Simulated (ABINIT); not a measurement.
# Quasiparticle gap of CaO (Lime) in ABINIT

Aim: the G0W0 gap of CaO (Lime) on PBE, step by step.

Calculated with ABINIT 10.8.3; PBE and many-body steps on it, plane waves.

## 1. The structure

The structure is cubic, space group Fm-3m (No. 225). The conventional cell has a = 4.813 Å, b = 4.813 Å, c = 4.813 Å, α = 90.00°, β = 90.00°, γ = 90.00°. Nearest to Ca lie 6 O at 2.41 Å. Nearest to O lie 6 Ca at 2.41 Å. Farther neighbours and most contacts between anions are not listed.

The cell and positions come from the Crystallography Open Database and are kept as given unless a step says otherwise.

## 2. Ground state

This step: ABINIT 10.8.3; DFT, PBE, plane waves, norm-conserving pseudopotentials.

The ground-state density comes first.

File run.abi:

```
acell 3*1.0 Angstrom
rprim 
  -0.000000000000 2.406500000000 2.406500000000
  2.406500000000 -0.000000000000 2.406500000000
  2.406500000000 2.406500000000 -0.000000000000
ntypat 2
znucl 20 8
natom 2
typat 1 2
xred 
  0.000000000000 0.000000000000 0.000000000000
  0.500000000000 0.500000000000 0.500000000000
pp_dirpath "pseudos"
pseudos "Ca.upf, O.upf"
ecut 36
ngkpt 8 8 8
nshiftk 1
shiftk 0 0 0
kptopt 1
chksymbreak 0
nband 13
occopt 1
tolvrs 1e-10
nstep 60
prtwf 0
optforces 0
optstress 0
indata_prefix "in"
outdata_prefix "out"
tmpdata_prefix "tmp"
```

The run is started by

```console
OMP_NUM_THREADS=1 mpirun -n 8 abinit run.abi > log
```

Numbers of over 12 decimals in the logs are rounded to 6 here.

The log of the run:

```text
.Version 10.8.3 of ABINIT. v10.8.2 released Aug 2026.

 Symmetries : space group Fm -3 m (#225); Bravais cF (face-center cubic)
================================================================================
 Values of the parameters that define the memory need of the present run
     intxc =       0    ionmov =       0      iscf =       7    lmnmax =       6
     lnmax =       6     mgfft =      36  mpssoang =       3    mqgrid =    3001
     natom =       2  nloc_mem =       1    nspden =       1   nspinor =       1
    nsppol =       1      nsym =      48    n1xccc =    2501    ntypat =       2
    occopt =       1   xclevel =       2
-    mband =          13        mffmem =           1         mkmem =           4
       mpw =        1964          nfft =       46656          nkpt =          29
================================================================================
  Rough estimation (10% accuracy) of disk space for files :
================================================================================

--------------------------------------------------------------------------------
------------- Echo of variables that govern the present computation ------------
--------------------------------------------------------------------------------
 -outvars: echo values of preprocessed input variables --------
            acell      1.8897261259E+00  1.8897261259E+00  1.8897261259E+00 Bohr

      chksymbreak           0
             ecut      3.60000000E+01 Hartree
-          fftalg         312

              ixc     -101130
              kpt      0.00000000E+00  0.00000000E+00  0.00000000E+00
                       1.25000000E-01  0.00000000E+00  0.00000000E+00
                       2.50000000E-01  0.00000000E+00  0.00000000E+00
                       3.75000000E-01  0.00000000E+00  0.00000000E+00
                       5.00000000E-01  0.00000000E+00  0.00000000E+00
                       1.25000000E-01  1.25000000E-01  0.00000000E+00
                       2.50000000E-01  1.25000000E-01  0.00000000E+00
                       3.75000000E-01  1.25000000E-01  0.00000000E+00
                       5.00000000E-01  1.25000000E-01  0.00000000E+00
   [... 18 further rows ...]
                      -3.75000000E-01  5.00000000E-01  1.25000000E-01
                      -2.50000000E-01  5.00000000E-01  2.50000000E-01
         kptrlatt        8    0    0      0    8    0      0    0    8
          kptrlen      5.14505140E+01
P           mkmem           4
            natom           2
            nband          13
            ngfft          36      36      36
             nkpt          29
            nstep          60
             nsym          48
           ntypat           2
              occ      2.000000  2.000000  2.000000  2.000000  2.000000  2.000000
                       2.000000  2.000000  0.000000  0.000000  0.000000  0.000000
                       0.000000
        optforces           0
        optstress           0
            prtwf           0
            rprim     -0.0000000000E+00  2.4065000000E+00  2.4065000000E+00
[...]
spgroup         225

           tolvrs      1.00000000E-10

             xred      0.0000000000E+00  0.0000000000E+00  0.0000000000E+00
[...]
znucl       20.00000    8.00000

================================================================================

 chkinp: Checking input parameters for consistency.

================================================================================
== DATASET  1 ==================================================================
-   mpi_nproc: 8, omp_nthreads: 1 (-1 if OMP is not activated)

--- !DatasetInfo
iteration_state: {dtset: 1, }
dimensions: {natom: 2, nkpt: 29, mband: 13, nsppol: 1, nspinor: 1, nspden: 1, mpw: 1964, }
cutoff_energies: {ecut:  36.0, pawecutdg:  -1.0, }
electrons: {nelect:   1.60000000E+01, charge:   0.00000000E+00, occopt:   1.00000000E+00, tsmear:   1.00000000E-02, }

 Real(R)+Recip(G) space primitive vectors, cartesian coordinates (Bohr,Bohr^-1):
 R(1)=  0.0000000  4.5476259  4.5476259  G(1)= -0.1099475  0.1099475  0.1099475
 R(2)=  4.5476259  0.0000000  4.5476259  G(2)=  0.1099475 -0.1099475  0.1099475
 R(3)=  4.5476259  4.5476259  0.0000000  G(3)=  0.1099475  0.1099475 -0.1099475
 Unit cell volume ucvol=  1.8809801E+02 bohr^3
 Angles (23,13,12)=  6.00000000E+01  6.00000000E+01  6.00000000E+01 degrees

 getcut: wavevector=  0.0000  0.0000  0.0000  ngfft=  36  36  36
         ecut(hartree)=     36.000   => boxcut(ratio)=   2.07246

--- Pseudopotential description ------------------------------------------------
- Ca Generated using ONCVPSP code by D. R. Hamann
- 20.00000  10.00000  171031                  znucl, zion, pspdat
12 -101130 2 -1 1766                          pspcod,pspxc,lmax,lloc,mmax
     nproj     2     2     2
  pspatm : epsatm=   12.33471919
         --- l  ekb(1:nproj) -->
[...]
pspatm: atomic psp has been read  and splines computed

- O Generated using ONCVPSP code by D. R. Hamann
-  8.00000   6.00000  171031                  znucl, zion, pspdat
12 -101130 2 -1 936                           pspcod,pspxc,lmax,lloc,mmax
     nproj     2     2     1
  pspatm : epsatm=    6.19545534
         --- l  ekb(1:nproj) -->
[...]
1   -4.717130   -1.149271
             2   -1.331955
 pspatm: atomic psp has been read  and splines computed

   2.96482793E+02                                ecore*ucvol(ha*bohr**3)
--------------------------------------------------------------------------------

_setup2: Arith. and geom. avg. npw (full set) are    1940.436    1940.412

================================================================================

--- !BeginCycle
iteration_state: {dtset: 1, }
solver: {iscf: 7, nstep: 60, nline: 4, wfoptalg: 0, }
tolerances: {tolvrs: 1.00E-10, }

     iter   Etot(hartree)      deltaE(h)  residm     vres2
 ETOT  1  -55.233271494428    -5.523E+01 1.514E-01 5.754E+02
 ETOT  2  -55.004690637663     2.286E-01 5.139E-02 1.430E+03
 ETOT  3  -55.380443762184    -3.758E-01 1.474E-02 2.430E+01
 ETOT  4  -55.386725259412    -6.281E-03 4.894E-03 1.142E+00
 ETOT  5  -55.386742926157    -1.767E-05 3.231E-03 6.128E-01
 ETOT  6  -55.386904093586    -1.612E-04 1.541E-03 1.632E-02
 ETOT  7  -55.386908013823    -3.920E-06 1.937E-03 2.791E-04
 ETOT  8  -55.386908058106    -4.428E-08 1.246E-03 3.790E-06
 ETOT  9  -55.386908058756    -6.503E-10 2.295E-03 1.125E-06
 ETOT 10  -55.386908059092    -3.360E-10 1.205E-03 1.054E-09
 ETOT 11  -55.386908059093    -7.390E-13 1.935E-03 9.254E-11

 At SCF step   11       vres2   =  9.25E-11 < tolvrs=  1.00E-10 =>converged.

--- !ResultsGS
iteration_state: {dtset: 1, }
comment   : Summary of ground state results
lattice_vectors:
- [ -0.0000000,   4.5476259,   4.5476259, ]
- [  4.5476259,  -0.0000000,   4.5476259, ]
- [  4.5476259,   4.5476259,  -0.0000000, ]
lattice_lengths: [   6.43131,    6.43131,    6.43131, ]
lattice_angles: [ 60.000,  60.000,  60.000, ] # degrees, (23, 13, 12)
lattice_volume:   1.8809801E+02
convergence: {deltae: -7.390E-13, res2:  9.254E-11, residm:  1.935E-03, diffor:  0.000E+00, }
etotal    :  -5.53869081E+01
entropy   :   0.00000000E+00
fermie    :   1.86115127E-01
cartesian_stress_tensor: null
pressure_GPa: null
xred      :
- [  0.0000E+00,   0.0000E+00,   0.0000E+00, Ca]
- [  5.0000E-01,   5.0000E-01,   5.0000E-01,  O]
cartesian_forces: null
force_length_stats: {min: null, max: null, mean: null, }

 Integrated electronic density in atomic spheres:
 ------------------------------------------------
 Atom  Sphere_radius  Integrated_density
    1        2.00000          7.65233652
    2        2.00000          6.16580487
================================================================================

 ----iterations are completed or convergence reached----

 Mean square residual over all n,k,spin=   67.419E-07; max=  19.352E-04
 reduced coordinates (array xred) for    2 atoms
       0.000000000000      0.000000000000      0.000000000000
       0.500000000000      0.500000000000      0.500000000000
 rms dE/dt=  0.0000E+00; max dE/dt=  0.0000E+00; dE/dt below (all hartree)
    1       0.000000000000      0.000000000000      0.000000000000
    2       0.000000000000      0.000000000000      0.000000000000

 cartesian coordinates (angstrom) at end:
    1      0.000000     0.000000     0.000000
    2      2.406500     2.406500     2.406500
 length scales=  1.889726125908  1.889726125908  1.889726125908 bohr
              =  1.000000000000  1.000000000000  1.000000000000 angstroms
 prteigrs : about to open file out_EIG
 Fermi (or HOMO) energy (hartree) =   0.18612   Average Vxc (hartree)=  -0.38719
 Eigenvalues (hartree) for nkpt=  29  k points:
 kpt#   1, nband= 13, wtk=  0.00195, kpt=  0.0000  0.0000  0.0000 (reduced coord)
  -1.19837   -0.49133   -0.49133   -0.49133   -0.38219    0.18612    0.18612    0.18612
   0.35937    0.41497    0.41497    0.41497    0.46974
 prteigrs : prtvol=0 or 1, do not print more k-points.

--- !EnergyTerms
iteration_state     : {dtset: 1, }
comment             : Components of total free energy in Hartree
kinetic             :  2.44522709864429E+01
hartree             :  1.03702406318974E+01
xc                  : -1.16201536039229E+01
Ewald energy        : -4.14671963569245E+01
psp_core            :  1.57621442198582E+00
local_psp           : -3.94509884660682E+01
non_local_psp       :  7.52704327496218E-01
total_energy        : -5.53869080590932E+01
total_energy_eV     : -1.50715454816662E+03
band_energy         : -5.25791741599969E+00

== END DATASET(S) ==============================================================
================================================================================

 -outvars: echo values of variables after computation  --------
           etotal     -5.5386908059E+01
            nband          13
             nkpt          29
          spgroup         225
 [... the other variables as echoed above ...]

 Calculation completed.
```

Run time: 10 s. Hardware: 8 MPI ranks of Arm Neoverse N1, shared host; peak memory 0.54 GiB.

This step gave:

| Property | Result |
| --- | --- |
| total energy | -1507.1545 eV |
| gap | 3.662 eV |
| k of the valence top | 0, 0, 0 |
| k of the conduction bottom | 0.5, 0.5, 0 |
| least direct gap | 4.037 eV |

The gap is indirect, with the least direct gap 0.37 eV higher.

(Part 1 of 3 ends here.)

[Paths, hosts, dates, memory and timing lines, banners, echoed tables and standing remarks are left out of the program output.]

[Logs are printed without paths, hosts, clocks, repeated set-up lines and the standing remarks that a program may print on its own settings, such as how far it seeks lower states.]

[Runs of the session that timed out or met a known fault of the program may be left out.]

[Hosts, paths, dates, database ids (printed as entryN), source tags and the programs' standing remarks are cut or masked in the printed files.]

[G0W0 gaps are taken among the corrected bands and points alone; a level outside them can change the order at an edge.]

[Where Ansatz stands beside ABINIT at settings called matched, ABINIT's density can come from a denser mesh and the files from another edition; pairs whose starting gaps differed by over 0.03 eV were left out, so agreement reads better than it is.]
